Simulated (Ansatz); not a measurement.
Crystal: Nb.

```
Nb
1.0
     0.00000    2.11500    2.11500
     2.11500    0.00000    2.11500
     2.11500    2.11500    0.00000
Nb
1
Cartesian
  0.0000 0.0000 0.0000
```

This isn't the form of Nb at room conditions, which is bcc.

| Property | Result |
| --- | --- |
| Program | Ansatz 0.2.0 |
| Task | relaxation of cell and atoms |
| Functional | PBEsol |
| Dispersion | D3(BJ) |
| Potentials or basis | Ansatz PAW |
| Cutoff | 420 eV (not typed: the program's choice for these potentials) |
| k mesh | 11 × 11 × 11 |
| Occupations | fermi-dirac, width 0.05 eV |
| Spin | no spin polarisation |

At the start: volume 18.92 Å³/atom.

**Question.** How do energy, volume and symmetry change on relaxing?

**Answer.** It ends after 6 steps and the volume is 17.40 Å³/atom (-8.0 %); space group Fm-3m (No. 225, to 0.05 Å).

Step by step:
| step | energy change (eV) | largest force (eV/Å) | volume (Å³) |
| --- | --- | --- | --- |
| 1 | 0.0000 | 0.0000 | 18.92 |
| 2 | -0.0229 | 0.0000 | 16.29 |
| 3 | -0.0683 | 0.0000 | 17.52 |
| 4 | -0.0688 | 0.0000 | 17.41 |
| 5 | -0.0688 | 0.0000 | 17.40 |
| 6 | -0.0686 | 0.0000 | 17.40 |

Final structure:
```yaml
crystal:
  lattice:
    - [0.00000, 2.05676, 2.05676]
    - [2.05676, 0.00000, 2.05676]
    - [2.05676, 2.05676, 0.00000]
  atoms:
    - { symbol: Nb, position: [0.00000, 0.00000, 0.00000] }
```

Caveat: the plane-wave basis is chosen anew once the cell has moved, so the energies of steps on either side of that aren't comparable; pairwise dispersion overbinds metals, which lowers pressure and volume; the PAW data sets come from PBE, with cores solved anew for the run's functional, which leaves a small shift of forces and pressure.
